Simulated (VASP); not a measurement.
**Fe: single point with PBE**

The system is Fe.

```
CELL_PARAMETERS angstrom
1.34683 0.77759 6.50914
-1.34683 0.77759 6.50914
0.00000 -1.55518 6.50914
ATOMIC_POSITIONS crystal
Fe 0.00000 0.00000 0.00000
Fe 0.22222 0.22222 0.22222
Fe 0.77778 0.77778 0.77778
```

The cell was built by a generator and needn't be a form met in nature.

```
Program             : VASP 6.6.1
Task                : single point
Functional          : PBE
Potentials or basis : VASP PAW PBE potentials, release 64 (Fe)
Cutoff              : 520 eV
k mesh              : 9 × 9 × 9
Occupations         : gaussian, width 0.1 eV
Spin                : collinear spin, typed start
Starting moments    : [4.0, 4.0, 4.0] μB
```

```yaml
Pressure: -14.4 GPa
Largest_force: 0.007 eV/Å
Band_gap_on_the_k_mesh: none (metal or under the smearing width)
Net_moment: 8.34 μB per cell
Site_moments: Fe +2.77, +2.79 μB
Valence_electrons_inside_the_program's_atomic_spheres: Fe 6.95
```

Forces in eV/Å, atoms in the order of the input:
```
Fe   0.000  0.000  0.000
Fe   0.000  0.000 -0.007
Fe   0.000  0.000  0.007
```

Stress tensor (GPa, compression positive):
```
-15.90   0.00   0.00
  0.00 -15.90   0.00
  0.00   0.00 -11.51
```

Levels at points of the mesh, in eV from the Fermi level:
Spin up:
| k point | band 14 | band 15 | band 16 | band 17 | band 18 | band 19 |
| --- | --- | --- | --- | --- | --- | --- |
| (0.00, 0.00, 0.00) | -1.94 | -1.32 | -1.32 | -1.18 | -1.18 | 9.28 |
Spin down:
```csv
k point,band 6,band 7,band 8,band 9,band 10,band 11
"(0.00, 0.00, 0.00)",0.00,0.00,0.07,0.16,0.16,0.29
```

Wall time 8 min on 1 thread of Intel(R) Xeon(R) Platinum 8488C (Sapphire Rapids) (shared host), peak memory 0.49 GiB.
